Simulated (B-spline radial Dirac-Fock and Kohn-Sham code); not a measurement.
# Lβ3 (L1-M3) energies across the elements Sn to Nd

These are calculated numbers from a radial finite-basis atomic code; the model is relaxed Dirac-Fock hole states (ΔSCF) with Breit and QED corrections and a finite nucleus. Free neutral atoms. Correlation and solid-state effects are left out.

The screening constant σ is defined by E = 0.1389·Ry·(Z − σ)², the hydrogen-like form of Moseley's law.

```csv
Z,element,computed (eV),tabulated (eV),√E,σ
50,Sn,3754.4,3750.3,61.27,5.43
51,Sb,3936.7,3932.7,62.74,5.36
52,Te,?,?,?,?
53,I,4317.2,4313.5,65.71,5.20
54,Xe,4515.6,4512.2,67.20,5.12
55,Cs,4719.6,4716.7,68.70,5.02
56,Ba,4929.2,4926.6,70.21,4.93
57,La,5144.6,5142.9,71.73,4.82
58,Ce,5367.3,5363.4,73.26,4.71
59,Pr,5597.2,5592.6,74.81,4.58
60,Nd,5831.9,5828.6,76.37,4.45
```

**Question.** Estimate the missing row, Te.

**Answer.** Computed 4124.3 eV, tabulated 4120.5 eV, √E = 64.22, σ = 5.28.

Tabulated energies: xraylib 4.2 line table, elements in their standard states.
